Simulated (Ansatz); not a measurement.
GaP, DFT, LDA, PAW with Ansatz's default frozen-core files, scalar-relativistic (Ansatz 0.2.0), run on 1 thread of Intel(R) Xeon(R) Platinum 8375C CPU @ 2.90GHz (Ice Lake) on a shared host.

The cell comes from COD entry 9008846, which wasn't checked; take it as a given geometry. The listed cell was then made from it by scaling, straining or moving an atom.

Command: `ansatz run input.yaml --threads 1 --pin off --max-ram 3072MiB --backend cpu --events-out ev --progress --plain --runs-dir out`

```yaml
crystal:
  lattice:
    - [0.0, 2.6979975, 2.72525]
    - [2.6979975, 0.0, 2.72525]
    - [2.6979975, 2.6979975, 0.0]
  atoms:
    - { symbol: Ga, position: [0.0, 0.0, 0.0] }
    - { symbol: P, position: [0.75, 0.75, 0.75] }
kpoints:
  mp_grid: { grid: [10, 10, 10] }
scf:
  occupations: { method: fermi_dirac, width: 0.05 }
hamiltonian:
  xc: lda
  pseudopotentials: { kind: paw }
output:
  forces: true
  stress: true
  eigenvalues: true
  efg: { contact_densities: true }
```

(1) How large is the problem that the program sets up?

(2) Estimate the wall time and the peak memory.

(3) And the same cell and mesh by crystal-made all-electron datasets, asked for forces, stress, eigenvalues, efg, on the same hardware?

## Answers

(1) 102 irreducible k-points, 749 plane waves at Γ, 13 bands.

(2) 6.4 s of wall time for 6 SCF iterations, with a peak of 0.42 GiB. Times on shared machines scatter by tens of per cent.

(3) 11 s, peak memory 0.5 GiB.
